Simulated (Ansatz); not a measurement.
MnS:

```
Mn S
1.0
     0.00000    2.47346    2.47346
     2.47346    0.00000    2.47346
     2.47346    2.47346    0.00000
Mn S
1 1
Direct
  0.00000 0.00000 0.00000
  0.75000 0.75000 0.75000
```

The cell is a database's computed one.

* Program: Ansatz 0.2.0
* Task: relaxation of cell and atoms
* Functional: RPBE
* Potentials or basis: JTH PAW
* Cutoff: 1290 eV (not typed: the program's choice for these potentials)
* k mesh: 9 × 9 × 9
* Occupations: fermi-dirac, width 0.1 eV
* Spin: collinear spin, ferromagnetic start
* Starting moments: [4.0, 0.0] μB
* Hubbard terms: Mn d U = 6 eV

At the start: volume 15.13 Å³/atom.

Question: Where does the relaxation end?

Answer: It ends after 7 steps and the volume is 25.12 Å³/atom (+66.0 %); space group F-43m (No. 216, to 0.05 Å); moment 5.00 μB per cell.

Step by step:
| step | energy change (eV) | largest force (eV/Å) | volume (Å³) |
| --- | --- | --- | --- |
| 1 | 0.0000 | 0.0000 | 30.27 |
| 2 | -1.5942 | 0.0000 | 34.91 |
| 3 | -2.4933 | 0.0000 | 40.01 |
| 4 | -2.9033 | 0.0000 | 45.60 |
| 5 | -2.9829 | 0.0000 | 50.24 |
| 6 | -2.9867 | 0.0000 | 50.24 |
| 7 | -2.9867 | 0.0000 | 50.24 |

Final structure:
```xyz
2
Lattice="0.0000 2.9288 2.9288 2.9288 0.0000 2.9288 2.9288 2.9288 0.0000" Properties=species:S:1:pos:R:3 pbc="T T T"
Mn    0.0000    0.0000    0.0000
S     4.3931    4.3931    4.3931
```

Caveat: the magnetic or orbital state may not be the lowest; the electronic state changed during the relaxation; the volume moved by over 15 % at a fixed basis, so the end points are rough; the plane-wave basis is chosen anew once the cell has moved, so the energies of steps on either side of that aren't comparable; a cell with one magnetic atom can't hold antiferromagnetic order, which such compounds often take.
